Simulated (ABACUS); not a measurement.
# BaZrO3 (Pm-3m) in ABACUS: reference runs, part 2 of 2

ABACUS 3.10.1. The steps go on from the part before.

## (3) Single point, PBEsol (atoms moved at random, drawn with an rms of 0.05 Å)

Input file INPUT:

```
INPUT_PARAMETERS
suffix              BaZrO3
calculation         scf
basis_type          pw
pseudo_dir          ./
symmetry            1
dft_functional      pbesol
ecutwfc             84
pseudo_rcut         7
nspin               1
nbands              24
ks_solver           dav
smearing_method     fd
smearing_sigma      0.00367493
scf_thr             1e-08
scf_nmax            100
mixing_type         broyden
mixing_beta         0.7
cal_force           1
cal_stress          1
out_chg             1
out_pot             2
out_elf             1
```

Input file STRU:

```
ATOMIC_SPECIES
Ba 137.3270 Ba.upf
Zr 91.2240 Zr.upf
O 15.9990 O.upf

LATTICE_CONSTANT
1.8897261246

LATTICE_VECTORS
4.1913400000 0.0000000000 0.0000000000
0.0000000000 4.1913400000 0.0000000000
0.0000000000 0.0000000000 4.1913400000

ATOMIC_POSITIONS
Direct

Ba
0.0
1
0.0001980000 0.0077720000 -0.0074240000 1 1 1

Zr
0.0
1
0.5005400000 0.5082770000 0.4918760000 1 1 1

O
0.0
3
0.4928290000 0.5011710000 0.0004680000 1 1 1
0.4943580000 0.0015540000 0.5065890000 1 1 1
-0.0058270000 0.5059910000 0.5046290000 1 1 1
```

Input file KPT:

```
K_POINTS
0
Gamma
6 6 6 0 0 0
```

Potentials or basis: PseudoDojo NC SR 0.4.1 PBEsol standard, plane waves.

Command:

```bash
OMP_NUM_THREADS=1 mpirun -np 4 abacus > log
```

running log:

```text
ABACUS v3.10.1

               Atomic-orbital Based Ab-initio Computation at UStc

 ------------------------------------------------------------------------------------

 READING GENERAL INFORMATION
                           global_out_dir = OUT.BaZrO3/
                           global_in_card = INPUT
                               pseudo_dir = ./
                              orbital_dir =
                                    DSIZE = 4
                                    GSIZE = 1

 READING UNITCELL INFORMATION
                                    ntype = 3
                  lattice constant (Bohr) = 1.88973
              lattice constant (Angstrom) = 1

 READING ATOM TYPE 1
                               atom label = Ba
                      L=0, number of zeta = 1
                      L=1, number of zeta = 1
                      L=2, number of zeta = 1
             number of atom for this type = 1

 READING ATOM TYPE 2
                               atom label = Zr
                      L=0, number of zeta = 1
                      L=1, number of zeta = 1
                      L=2, number of zeta = 1
             number of atom for this type = 1

 READING ATOM TYPE 3
                               atom label = O
                      L=0, number of zeta = 1
                      L=1, number of zeta = 1
                      L=2, number of zeta = 1
             number of atom for this type = 3

                        TOTAL ATOM NUMBER = 5
DIRECT COORDINATES
    atom                   x                   y                   z     mag                  vx                  vy                  vz
taud_Ba1            0.0001980000        0.0077720000        0.9925760000  0.0000        0.0000000000        0.0000000000        0.0000000000
taud_Zr1            0.5005400000        0.5082770000        0.4918760000  0.0000        0.0000000000        0.0000000000        0.0000000000
taud_O1            0.4928290000        0.5011710000        0.0004680000  0.0000        0.0000000000        0.0000000000        0.0000000000
taud_O2            0.4943580000        0.0015540000        0.5065890000  0.0000        0.0000000000        0.0000000000        0.0000000000
taud_O3            0.9941730000        0.5059910000        0.5046290000  0.0000        0.0000000000        0.0000000000        0.0000000000

                          Volume (Bohr^3) = 496.884
                             Volume (A^3) = 73.6306

 Lattice vectors: (Cartesian coordinate: in unit of a_0)
             +4.19134                  +0                  +0
                   +0            +4.19134                  +0
                   +0                  +0            +4.19134
 Reciprocal vectors: (Cartesian coordinate: in unit of 2 pi/a_0)
            +0.238587                  -0                  +0
                   -0           +0.238587                  -0
                   +0                  -0           +0.238587
 The esolver type has been set to : ksdft_pw

                PAO radial cut off (Bohr) = 7

 Read in pseudopotential file is Ba.upf
                     pseudopotential type = NC
          exchange-correlation functional = PBESOL
                 nonlocal core correction = 1
                        valence electrons = 10
                                     lmax = 2
                           number of zeta = 3
                     number of projectors = 6
                           L of projector = 0
[... 5 lines left out ...]
                PAO radial cut off (Bohr) = 7

 Read in pseudopotential file is Zr.upf
                     pseudopotential type = NC
          exchange-correlation functional = PBESOL
                 nonlocal core correction = 1
                        valence electrons = 12
                                     lmax = 2
                           number of zeta = 4
[... 158 lines left out ...]
       minimum distributed K point number = 112
[... stars of the k points ...]

[... K-POINTS CARTESIAN COORDINATES: 112 rows ...]

[... K-POINTS DIRECT COORDINATES: 112 rows ...]

 SETUP PLANE WAVES FOR WAVE FUNCTIONS
     energy cutoff for wavefunc (unit:Ry) = 84
              fft grid for wave functions = [ 48, 48, 48 ]
                    number of plane waves = 8121
                         number of sticks = 489

 PARALLEL PW FOR WAVE FUNCTIONS
     PROC   COLUMNS(POT)             PW
        1            122           2030
        2            122           2030
        3            122           2030
        4            123           2031
 --------------- sum -------------------
        4            489           8121

 SETUP NONLOCAL PSEUDOPOTENTIALS IN PLANE WAVE BASIS
 Ba non-local projectors:
 projector 1 L=0
 projector 2 L=0
 projector 3 L=1
 projector 4 L=1
 projector 5 L=2
 projector 6 L=2
 Zr non-local projectors:
 projector 1 L=0
 projector 2 L=0
 projector 3 L=1
 projector 4 L=1
 projector 5 L=2
 projector 6 L=2
 O non-local projectors:
 projector 1 L=0
 projector 2 L=0
 projector 3 L=1
 projector 4 L=1
 projector 5 L=2
      TOTAL NUMBER OF NONLOCAL PROJECTORS = 75

 Init Non-Local PseudoPotential table :
 Init Non-Local-Pseudopotential done.

                                     npwx = 1643

 Make real space PAO into reciprocal space.
       max mesh points in Pseudopotential = 701
     dq(describe PAO in reciprocal space) = 0.01
                                    max q = 1104

 number of pseudo atomic orbitals for Ba is 3
WARNING: norm of atomic wavefunction # 2 of atomic type Ba is 0.999994, renormalized
WARNING: norm of atomic wavefunction # 3 of atomic type Ba is 0.950193, renormalized

 number of pseudo atomic orbitals for Zr is 4
WARNING: norm of atomic wavefunction # 3 of atomic type Zr is 0.998132, renormalized
WARNING: norm of atomic wavefunction # 4 of atomic type Zr is 0.988444, renormalized

 number of pseudo atomic orbitals for O is 2
WARNING: norm of atomic wavefunction # 2 of atomic type O is 0.999978, renormalized

 -------------------------------------------
 SELF-CONSISTENT
 -------------------------------------------
                                 init_chg = atomic

 PW ALGORITHM --------------- ION=   1  ELEC=   1--------------------------------

 Density error is 1.51786328936
                          Error Threshold = 0.01
----------------------------------------------------------
     Energy           Rydberg                 eV
----------------------------------------------------------
 E_KohnSham     -256.3645644827      -3488.0188422529
 E_Harris       -250.3049088801      -3405.5729981399
 E_Fermi        0.7835737279         10.6610675025
----------------------------------------------------------
[... 111 lines left out ...]
 Density error is 9.86954428521e-10
                          Error Threshold = 6.97161649613e-11
----------------------------------------------------------
     Energy           Rydberg                 eV
----------------------------------------------------------
 E_KohnSham     -257.0367842980      -3497.1648620492
 E_KS(sigma->0) -257.0367842980      -3497.1648620492
 E_Harris       -257.0368464286      -3497.1657073801
 E_band         -6.7953712601        -92.4557691629
 E_one_elec     -50.1721487596       -682.6271040341
 E_Hartree      49.2879621647        670.5971282479
 E_xc           -58.1893202334       -791.7063179203
 E_Ewald        -197.9632774697      -2693.4285683427
 E_entropy(-TS) -0.0000000000        -0.0000000000
 E_descf        0.0000000000         0.0000000000
 E_exx          0.0000000000         0.0000000000
 E_Fermi        0.8197420452         11.1531627046
----------------------------------------------------------

 charge density convergence is achieved
 final etot is -3497.164862 eV
 EFERMI = 11.153162705 eV
The vacuum level is 10.379398657 eV

 STATE ENERGY(eV) AND OCCUPATIONS    NSPIN == 1
 1/112 kpoint (Cartesian) = 0.0000 0.0000 0.0000 (1613 pws)
       1       -37.0802     0.00925926
       2       -15.4348     0.00925926
       3       -15.2988     0.00925926
       4       -15.2954     0.00925926
       5       -15.2926     0.00925926
       6       -6.44913     0.00925926
[... 146 lines left out ...]
      23        13.8703    4.64681e-26
      24        15.2801    2.64130e-38

[... levels at 106 further k points ...]

------------------------------------------------------------------------------------------
 TOTAL-FORCE (eV/Angstrom)
------------------------------------------------------------------------------------------
                       Ba1         0.0077847639        -0.0023534932        -0.0374754553
                       Zr1        -0.1349052185        -0.1365148437         0.2014209047
                        O1         0.0065908771        -0.0129023304        -0.0498653793
                        O2        -0.0056183149         0.2050992906        -0.0654412346
                        O3         0.1261478923        -0.0533286233        -0.0486388355
------------------------------------------------------------------------------------------

----------------------------------------------------------------
 TOTAL-STRESS (KBAR)
----------------------------------------------------------------
        -9.2447461696         0.0394809928        -0.1420227128
         0.0394809928        -9.7212853570        -0.0090634800
        -0.1420227128        -0.0090634800        -8.0040043493
----------------------------------------------------------------
 TOTAL-PRESSURE: -8.990012 KBAR

 --------------------------------------------
 !FINAL_ETOT_IS -3497.1648620491682777 eV
 --------------------------------------------
```

Run time: 56 s. Hardware: 4 MPI ranks of Intel Xeon 6975P-C (Granite Rapids), shared host; peak memory 0.64 GiB.

What came out:

```yaml
Free_energy: -3497.1649 eV
Pressure: -0.9 GPa
Largest_force: 0.278 eV/Å
Band_gap_on_the_k_mesh: 3.16 eV, indirect (least direct gap 3.38 eV)
```

Forces on the atoms (eV/Å):
```
Ba   0.008 -0.002 -0.037
Zr  -0.135 -0.137  0.201
O    0.007 -0.013 -0.050
O   -0.006  0.205 -0.065
O    0.126 -0.053 -0.049
```

Caveat: this release of the barium file is off; there are fewer bands than atomic start orbitals, so a level may be missed at k points of high symmetry; spin-orbit coupling is left out, which moves the levels of the heavy elements.
